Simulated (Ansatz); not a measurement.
# linear Nb chain: period, moment and channels by functional, part 2 of 2

How many channels does the linear Nb chain carry, and how sure is the answer?

Ansatz 0.2.0; DFT PBE, plane waves, PAW; relaxation of a chain's period (the session's first sound run).

So far, conductance of the lead as this run defines it (G₀): step 3 (bands of the perfect wire, level PBE, cutoff 420 eV) 6.00; step 5 (PBEsol, another cell, k-mesh 1×1×36) 6.00. Also absolute moment (μB): step 6 (relaxation of atoms and period) 1.33.

In doubt: warnings of the run leave room for a lower electronic state (step 4), so energies may not be the lowest and differences between runs may mislead.

### 7. Bands of the perfect wire, level RPBE, cutoff 420 eV

This step: DFT RPBE, plane waves, PAW; channels and complex bands of a perfect chain (Ansatz 0.2.0).

The channels are counted again under RPBE, at the period that it gave.

input.yaml reads:

```yaml
crystal:
  lattice:
    - [7.5, 0.0, 0.0]
    - [0.0, 7.5, 0.0]
    - [0.0, 0.0, 2.3758533803]
  atoms:
    - { symbol: Nb, position: [0.5, 0.5, 0.0], spin: 0.62 }
magnetization:
  spin_polarized: true
kpoints:
  mp_grid: { grid: [1, 1, 34] }
  band_path: { path: ["Γ", Z], npoints: 60 }
scf:
  occupations: { method: fermi_dirac, width: 0.05 }
hamiltonian:
  xc: rpbe
output:
  transmission:
    e_range: [-2, 2]
    de: 0.035
    kmesh: [1, 1]
    reduced_basis: true
    leads: [[0, 0]]
  dos: { projected: true, e_range: [-6, 4] }
```

Launch:

```sh
$ ansatz run input.yaml --threads 4 --pin off --max-ram 8192MiB --backend cpu --events-out ev --progress --plain --runs-dir out
```

It took 52 s on 4 threads of Arm Neoverse N1, shared host; peak memory 0.46 GiB; 2.2 min of CPU time.

At the computed energy nearest the Fermi level there are 6 spin-up and 5 spin-down channels, and the thermal average gives 5.50 G₀. The absolute moment is 0.94 μB here against 1.33 μB at the end of the relaxation, so the two runs did not end in the same magnetic state.

### 8. Relaxation of atoms and period, cutoff 500 eV

This step: DFT r2SCAN, plane waves, PAW; relaxation of a chain's period (Ansatz 0.2.0).

The relaxation is repeated under another functional. r2SCAN also reads the kinetic-energy density; it often gives larger moments and wider gaps than PBE, at a higher cost. Against the first PBE run of this kind, the cutoff is 500 eV against 420.

input.yaml, the sections that differ from step 7:

```yaml
crystal:
  lattice:
    - [7.5, 0.0, 0.0]
    - [0.0, 7.5, 0.0]
    - [0.0, 0.0, 3.0504]
  atoms:
    - { symbol: Nb, position: [0.5, 0.5, 0.0], spin: 2.0 }
kpoints:
  mp_grid: { grid: [1, 1, 27] }
hamiltonian:
  xc: r2scan
relax:
  cell: { fix: [a, b, alpha, beta, gamma] }
  max_steps: 60
# magnetization, scf: as in step 7
# output: removed
```

Wall time 57 s (4 threads); peak memory 0.8 GiB; 2.4 min of CPU time.

Relaxation path:

```
step  energy less that of the first step (eV)  largest force component (eV/Å)  pressure (GPa)  volume (Å³)
   1                                   0.0000                          0.0000           -0.99       171.58
   2                                  -0.0931                          0.0000           -0.70       164.48
   3                                  -0.1415                          0.0000           -0.16       156.11
   4                                  -0.1415                          0.0000           -0.14       155.86
  5*                                  -0.1409                          0.0000           -0.14       155.86
```

Relaxation steps marked * repeat the geometry before them on a plane-wave basis chosen anew for their cell, so energy and pressure can jump there.

```
cell as run  before  after  change
      c (Å)   3.050  2.771  -9.2 %
```

Final coordinates:

```xyz
1
Lattice="7.5000 0.0000 0.0000 0.0000 7.5000 0.0000 0.0000 0.0000 2.7709" Properties=species:S:1:pos:R:3
Nb    3.7500    3.7500    0.0000
```

The cell's length comes to 2.771 Å, +20.5 % against the first run, with an absolute moment of 4.18 μB a cell.

### 9. The wire at its relaxed period, level r2SCAN, cutoff 500 eV

This step: DFT r2SCAN, plane waves, PAW; channels and complex bands of a perfect chain (Ansatz 0.2.0).

The channels are counted again under r2SCAN, at the period that it gave. Its window is narrower, to save time.

input.yaml, the sections that differ from step 8:

```yaml
crystal:
  lattice:
    - [7.5, 0.0, 0.0]
    - [0.0, 7.5, 0.0]
    - [0.0, 0.0, 2.7709017034]
  atoms:
    - { symbol: Nb, position: [0.5, 0.5, 0.0], spin: 2.35 }
kpoints:
  mp_grid: { grid: [1, 1, 29] }
  band_path: { path: ["Γ", Z], npoints: 60 }
output:
  transmission:
    e_range: [-0.7, 0.7]
    de: 0.035
    kmesh: [1, 1]
    reduced_basis: true
    leads: [[0, 0]]
  dos: { projected: true, e_range: [-6, 4] }
# magnetization, scf, hamiltonian: as in step 8
# relax: removed
```

The job ended after 3 min (4 threads; peak memory 0.84 GiB).

Open channels of the lead against energy, zero at the Fermi level:

```
energy (eV)  spin up  spin down
     -0.700        6          1
     -0.665        6          1
     -0.630        6          1
     -0.595        6          1
     -0.560        6          1
     -0.525        6          1
     -0.490        6          1
     -0.420        6          1
     -0.385        6          1
     -0.350        6          1
     -0.315        6          1
     -0.280        6          1
     -0.245        6          1
     -0.210        6          1
     -0.175        5          1
     -0.140        5          1
     -0.105        5          1
     -0.070        5          1
     -0.035        5          1
      0.000        5          1
      0.035        5          1
      0.070        5          1
      0.105        5          1
      0.140        5          1
      0.175        5          1
      0.210        5          1
      0.245        5          1
      0.280        4          1
      0.315        4          1
      0.350        4          1
      0.385        4          1
      0.420        4          1
      0.490        4          1
      0.525        3          3
      0.560        3          3
      0.595        3          3
      0.630        3          3
      0.665        3          3
      0.700        3          3
```

At the computed energy nearest the Fermi level there are 5 spin-up and 1 spin-down channels, and the thermal average gives 3.00 G₀.

### 10. Side by side

Times are for 4 threads of Arm Neoverse N1, shared host. The runs compared:

```
no.   level  conductance of the lead as this run defines it (G₀)  absolute moment (μB)   time  memory (GiB)
  1     PBE                                                6.000                     0   28 s          0.46
  2  PBEsol                                                6.000                     0   26 s          0.45
  3    RPBE                                                5.502                0.9409   52 s          0.46
  4  r2SCAN                                                3.000                 4.120  3 min          0.84
```

### 11. Relaxation of atoms and period, cutoff 1170 eV

This step: DFT PBE, plane waves, PAW (JTH); relaxation of a chain's period (Ansatz 0.2.0).

The same functional on other atomic datasets tests how far the result hangs on the treatment of the cores. Against the first PBE run of this kind, the cutoff is 1170 eV against 420.

input.yaml, the sections that differ from step 9:

```yaml
crystal:
  lattice:
    - [7.5, 0.0, 0.0]
    - [0.0, 7.5, 0.0]
    - [0.0, 0.0, 3.0504]
  atoms:
    - { symbol: Nb, position: [0.5, 0.5, 0.0], spin: 2.0 }
kpoints:
  mp_grid: { grid: [1, 1, 27] }
hamiltonian:
  xc: pbe
  pseudopotentials: { kind: paw, source: jth }
relax:
  cell: { fix: [a, b, alpha, beta, gamma] }
  max_steps: 60
# magnetization, scf: as in step 9
# output: removed
```

Run time: 2.4 min. Hardware: 4 threads; peak memory 0.99 GiB.

The cell's length comes to 2.303 Å, +0.1 % against the first run, with no moment. That is -24 % against the start, more than a small adjustment.

### 12. The relaxed wire

This step: DFT PBE, plane waves, PAW; relaxation of a chain's period (Ansatz 0.2.0).

No moment formed, so a run without spin should agree; this checks it and saves time.

input.yaml, the sections that differ from step 11:

```yaml
crystal:
  lattice:
    - [7.5, 0.0, 0.0]
    - [0.0, 7.5, 0.0]
    - [0.0, 0.0, 3.0504]
  atoms:
    - { symbol: Nb, position: [0.5, 0.5, 0.0] }
hamiltonian:
  xc: pbe
# kpoints, scf, relax: as in step 11
# magnetization: removed
```

The job ended after 11 s (4 threads; peak memory 0.38 GiB; 25 s of CPU time).

The cell's length comes to 2.299 Å, -0.0 % against the first run, with spin left out. That is -25 % against the start, more than a small adjustment.

### 13. The series together

Times are for 4 threads of Arm Neoverse N1, shared host. Results by setting:

```
no.           level  cell length along the wire (Å)  absolute moment (μB)     time  memory (GiB)
  1             PBE                           2.300                     0     54 s          0.42
  2          PBEsol                           2.259                     0     55 s          0.42
  3            RPBE                           2.376                 1.331     50 s          0.42
  4          r2SCAN                           2.771                 4.184     57 s           0.8
  5  PBE, JTH files                           2.303                     0  2.4 min          0.99
  6    PBE, no spin                           2.299                     0     11 s          0.38
```

### 14. Two-component spinors

This step: DFT PBE, plane waves, fully relativistic PAW; channels of a perfect chain with spin-orbit coupling (Ansatz 0.2.0).

Spin-orbit coupling mixes the spins and splits bands that cross or touch without it, so it can open or close channels. Fully relativistic datasets take the place of the scalar ones. The window is narrow, since spinor matrices are twice as large.

input.yaml reads:

```yaml
crystal:
  lattice:
    - [7.5, 0.0, 0.0]
    - [0.0, 7.5, 0.0]
    - [0.0, 0.0, 2.2997944498]
  atoms:
    - { symbol: Nb, position: [0.5, 0.5, 0.0] }
kpoints:
  mp_grid: { grid: [1, 1, 35] }
  band_path: { path: ["Γ", Z], npoints: 60 }
scf:
  occupations: { method: fermi_dirac, width: 0.05 }
hamiltonian:
  xc: pbe
  pseudopotentials: { kind: paw_fr }
output:
  transmission:
    e_range: [-0.42, 0.42]
    de: 0.035
    kmesh: [1, 1]
    reduced_basis: false
    leads: [[0, 0]]
magnetization:
  noncollinear: true
  spin_orbit: true
```

It took 11 min on 4 threads; peak memory 5.2 GiB.

This step gave:

| Property | Result |
| --- | --- |
| energy at zero smearing | -4548.9406 eV |
| conductance of the lead as this run defines it | 5.307 G₀ |
| channels at the energy nearest the Fermi level, both spins | 12 |

Open channels of the lead, both spins against energy, zero at the Fermi level:

```
energy (eV)  open channels of the lead, both spins
     -0.420                                     10
     -0.385                                     10
     -0.350                                     12
     -0.315                                     12
     -0.245                                     12
     -0.210                                     12
     -0.175                                     12
     -0.140                                     12
     -0.105                                     12
     -0.070                                      8
     -0.035                                      8
      0.000                                     12
      0.035                                     12
      0.070                                     12
      0.105                                     12
      0.140                                     12
      0.175                                     12
      0.210                                     12
      0.245                                     12
      0.315                                     12
      0.350                                      8
      0.385                                      8
      0.420                                     12
```

The slowest values at each energy, most degenerate partners merged, listed up to 1.5 1/Å. Table of Im kz of the slowest decaying states by energy, zero at the Fermi level:

```
energy (eV)  decay 1 (Å⁻¹)  decay 2 (Å⁻¹)  decay 3 (Å⁻¹)  decay 4 (Å⁻¹)
     -0.420          0.140          0.951          0.962           1.09
     -0.385         0.0756          0.945          0.956           1.08
     -0.350          0.940          0.951           1.08           1.23
     -0.315          0.935          0.946           1.08           1.23
     -0.280          0.930          0.941           1.07           1.22
     -0.245          0.924          0.936           1.07           1.22
     -0.210          0.919          0.931           1.06           1.22
     -0.175          0.914          0.925           1.06           1.21
     -0.140          0.908          0.920           1.05           1.21
     -0.105          0.903          0.915           1.05           1.20
     -0.070        0.00834          0.897          0.909           1.04
     -0.035        0.00723          0.892          0.904           1.04
      0.000          0.886          0.898           1.04           1.19
      0.035          0.881          0.893           1.03           1.19
      0.070          0.875          0.887           1.03           1.18
      0.105          0.869          0.882           1.02           1.18
      0.140          0.864          0.876           1.02           1.17
      0.175          0.858          0.870           1.01           1.17
      0.210          0.852          0.865           1.01           1.17
      0.245          0.846          0.859           1.00           1.16
      0.280          0.840          0.853          0.999           1.16
      0.315          0.834          0.847          0.994           1.15
      0.350         0.0123          0.828          0.841          0.990
      0.385         0.0121          0.822          0.835          0.985
      0.420          0.816          0.829          0.980           1.14
```

Electronic bands along the path, in eV, zero at the Fermi level:

```
  point  band 9  band 10  band 11  band 12  band 13  band 14  band 15  band 16
      Γ   -3.20    -3.20    -1.50    -1.50    -0.49    -0.49    -0.37    -0.37
halfway   -0.27    -0.27    -0.15    -0.15     0.09     0.09     0.58     0.58
      Z   -2.77    -2.77    -2.72    -2.72     2.01     2.01     2.17     2.17
```

At the computed energy nearest the Fermi level there are 12 spinor channels, and the thermal average gives 5.31 G₀.

### 15. Results

```
cell length, PBE                      : 2.300 Å
cell length, PBEsol                   : 2.259 Å
cell length, RPBE                     : 2.376 Å
cell length, r2SCAN                   : 2.771 Å
cell length, PBE, JTH files           : 2.303 Å
cell length, PBE, no spin             : 2.299 Å
conductance, PBE                      : 6.00 G₀
conductance, PBEsol                   : 6.00 G₀
conductance, RPBE                     : 5.50 G₀
absolute moment, RPBE                 : 0.941 μB
conductance, r2SCAN                   : 3.00 G₀
absolute moment, r2SCAN               : 4.12 μB
conductance, with spin-orbit coupling : 5.31 G₀
```

**Reading.** Under PBE the cell's length is 2.30 Å, no moment survives, and it is a metal with 6 channels a spin next to the Fermi level, 6.00 G₀ at 300 K (3.00 to 6.00 over the functionals). The cell's length spans 22.7 % over the functionals, shortest under PBEsol and longest under r2SCAN. A spread this wide means that the runs ended in unlike minima, not that one bond stretched. A perfect wire passes every open channel, so the conductance counts half a G₀ for each forward-moving state at the Fermi level, spin by spin. The functionals disagree on magnetism: the relaxation keeps a moment under RPBE (1.33 μB) and r2SCAN (4.18 μB) and loses it under PBE and PBEsol. Spin-orbit coupling moves the conductance from 6.00 G₀ to 5.31 G₀. Transport is coherent and elastic here: the atoms are frozen, so scattering by vibrations plays no part. No search over magnetic orders was made; another may lie lower. For the perfect chain only parallel moments were started; its antiparallel and spiral orders were not tested. The lead's cell of one atom keeps the chain straight and evenly spaced; a zigzag or dimerised form may lie lower.

[Logs are printed without paths, hosts, clocks, repeated set-up lines and the standing remarks that a program may print on its own settings, such as how far it seeks lower states.]

[Hosts, paths, dates, database ids (printed as entryN), source tags and the programs' standing remarks are cut or masked in the printed files.]
